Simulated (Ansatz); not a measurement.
**P: how the settings move a single-point run**

How sensitive is a single-point run of P to its settings? A reference run comes first, then one run with altered input.

Computed with Ansatz 0.2.0 (reference: DFT, LDA, PAW with Ansatz's default frozen-core files, scalar-relativistic, unless a step's input says otherwise).

## (1) The system as given

It takes space group P4/mmm (No. 123, tetragonal). Conventional cell: a = 4.273 Å, b = 4.273 Å, c = 4.378 Å, α = 90.00°, β = 90.00°, γ = 90.00°. P (site symmetry 4/mmm) is surrounded by 6 P at 4.27 to 4.38 Å.

Coordinates:

```cif
data_structure
_symmetry_space_group_name_H-M 'P4/mmm'
_symmetry_Int_Tables_number 123
_cell_length_a 4.2729
_cell_length_b 4.2729
_cell_length_c 4.3780
_cell_angle_alpha 90.000
_cell_angle_beta 90.000
_cell_angle_gamma 90.000
_cell_volume 79.93
loop_
_atom_site_label
_atom_site_type_symbol
_atom_site_symmetry_multiplicity
_atom_site_Wyckoff_symbol
_atom_site_fract_x
_atom_site_fract_y
_atom_site_fract_z
_atom_site_occupancy
P1 P 1 a 0.00000 0.00000 0.00000 1
```

## (2) Reference

input.yaml

```yaml
crystal:
  lattice:
    - [4.2729048574, 0.0, 0.0]
    - [0.0, 4.2729048574, 0.0]
    - [0.0, 0.0, 4.378]
  atoms:
    - { symbol: P, position: [0.0, 0.0, 0.0] }
kpoints:
  mp_grid: { grid: [10, 10, 9] }
  band_path:
    path:
      - [0.0, 0.0, 0.0]
      - [0.0, 0.5, 0.0]
      - [0.5, 0.5, 0.0]
      - [0.0, 0.0, 0.0]
      - [0.0, 0.0, 0.5]
      - [0.0, 0.5, 0.5]
      - [0.5, 0.5, 0.5]
      - [0.0, 0.0, 0.5]
      - [0.0, 0.5, 0.0]
    npoints: 5
scf:
  occupations: { method: fermi_dirac, width: 0.08 }
hamiltonian:
  xc: lda
  pseudopotentials: { kind: paw }
output:
  forces: true
  stress: true
  eigenvalues: true
  efg: { contact_densities: true }
```

The run is started by

```sh
ansatz run input.yaml --threads 1 --pin off --max-ram 2048MiB --backend cpu --events-out ev --progress --plain --runs-dir out
```

## (3) Variant: symmetry.detect false, occupations.method gaussian, occupations.width 0.01, lower_state_search light

input.yaml: that of step 2 with these lines changed.

```diff
@@ -7,2 +7,3 @@
     - { symbol: P, position: [0.0, 0.0, 0.0] }
+  symmetry: { detect: false }
 kpoints:
@@ -22,3 +23,4 @@
 scf:
-  occupations: { method: fermi_dirac, width: 0.08 }
+  occupations: { method: gaussian, width: 0.01 }
+  lower_state_search: light
 hamiltonian:
```

Before running it: what results should come out? Wanted: for each run, ending; energy change; pressure; gap; force.

**Answer**, as computed:

| run | ending | energy change | pressure (GPa) | gap (eV) | force (eV/Å) | cycles | time |
| --- | --- | --- | --- | --- | --- | --- | --- |
| reference | converged | 0 | -4.0 | 0.00 | 0.00 | 6 | 5.5 s |
| 1: symmetry.detect false, occupations.method gaussian, occupations.width 0.01, lower_state_search light | converged | -1.5 meV/atom (σ→0) | -4.2 | 0.00 | 0.00 | 7 | 39 s |

Residual by cycle in the longest SCF loop of each run; runs are numbered as in the table. The quantity is the density residual dr2, in eV.

| cycle | reference | run 1 |
| --- | --- | --- |
| 1 | 0.0104 | 0.0121 |
| 2 | 0.0037 | 0.00407 |
| 3 | 8.8e-5 | 6.1e-4 |
| 4 | 9.4e-6 | 1.3e-5 |
| 5 | 7.2e-7 | 2.0e-6 |
| 6 | 8.3e-8 | 2.7e-7 |
| 7 | - | 2.1e-8 |

**Reading.** Changing the use of symmetry, smearing and search for lower states moves the energy by -1.5 meV/atom (σ→0 values). Cost: 7 SCF cycles against 6, 39 s against 5.5 s. Semilocal functionals close small gaps, so the missing gap need not be the real solid's.
